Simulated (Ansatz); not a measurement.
BeS: relaxed-ion elastic tensor

Theory: DFT PBE, scalar-relativistic, plane waves, PAW in Ansatz. Plane waves to 420 eV; Γ-centred k mesh 4×2×8; fixed occupations. No spin polarisation.

Relaxed structure:
```yaml
crystal:
  lattice:
    - [5.73182, 0.00000, 0.00000]
    - [0.00000, 11.95847, 0.00000]
    - [0.00000, 0.00000, 3.45422]
  atoms:
    - { symbol: Be, position: [0.83686, 0.66688, 0.00000] }
    - { symbol: Be, position: [0.33686, 0.83312, 0.00000] }
    - { symbol: Be, position: [0.83893, 0.91153, 0.50000] }
    - { symbol: Be, position: [0.33893, 0.58847, 0.50000] }
    - { symbol: Be, position: [0.16314, 0.33312, 0.00000] }
    - { symbol: Be, position: [0.66314, 0.16688, 0.00000] }
    - { symbol: Be, position: [0.16107, 0.08847, 0.50000] }
    - { symbol: Be, position: [0.66107, 0.41153, 0.50000] }
    - { symbol: S, position: [0.70826, 0.83337, 0.00000] }
    - { symbol: S, position: [0.20826, 0.66663, 0.00000] }
    - { symbol: S, position: [0.71012, 0.58776, 0.50000] }
    - { symbol: S, position: [0.21012, 0.91224, 0.50000] }
    - { symbol: S, position: [0.29174, 0.16663, 0.00000] }
    - { symbol: S, position: [0.79174, 0.33337, 0.00000] }
    - { symbol: S, position: [0.28988, 0.41224, 0.50000] }
    - { symbol: S, position: [0.78988, 0.08776, 0.50000] }
```

It was reached by relaxing an invented guess, and it needn't be the stable form of this composition.

Q: Give the relaxed-ion elastic constants (GPa, Voigt order xx yy zz yz xz xy, on the Cartesian axes of the cell above).

A:
C11 = 171.8, C12 = 36.7, C13 = 35.9, C22 = 172.6, C23 = 54.7, C33 = 187.5, C44 = 61.6, C55 = 54.8, C66 = 44.1 GPa; the others vanish.

Q: Is the crystal stable against homogeneous strain?

A: Yes: the least eigenvalue of the tensor is 44.1 GPa.

Q: And the moduli of a polycrystal (Hill averages)?

A: B = 87 GPa, G = 58 GPa, E = 143 GPa, ν = 0.23.
